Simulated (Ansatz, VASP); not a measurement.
Ru: VASP beside Ansatz

```
Ru
1.0
     2.70580    0.00000    0.00000
    -1.35290    2.34329    0.00000
     0.00000    0.00000    4.28190
Ru
2
Direct
  0.66667 0.33333 0.75000
  0.33333 0.66667 0.25000
```

Alike in both runs: task relaxation of cell and atoms; functional RPBE; k mesh 11 × 11 × 6; occupations fermi-dirac, width 0.05 eV; no spin polarisation.

|  | VASP | Ansatz |
| --- | --- | --- |
| version | VASP 6.6.1 | Ansatz 0.2.0 |
| potentials or method | VASP PAW PBE potentials, release 64 (Ru_pv), cutoff 600 eV | all-electron LAPW, scalar-relativistic |

VASP gave:

* relaxed volume (Å³/atom): 13.96
* relaxed cell length with the largest relative difference (Å): 4.319
* energy change over the relaxation (meV/atom): -10

Task: What did Ansatz give for the same quantities?

Result: Relaxed volume (Å³/atom): 13.96; relaxed cell length with the largest relative difference (Å): 4.319; energy change over the relaxation (meV/atom): -11.

Ansatz ran all-electron here, so the differences hold the error of VASP's frozen core and of both bases.

Caveats: the PAW data sets were made with another functional, which shifts forces and pressure a little (VASP). Zero-point motion and thermal expansion aren't in these numbers. RPBE and its kin give volumes clearly too large for solids.
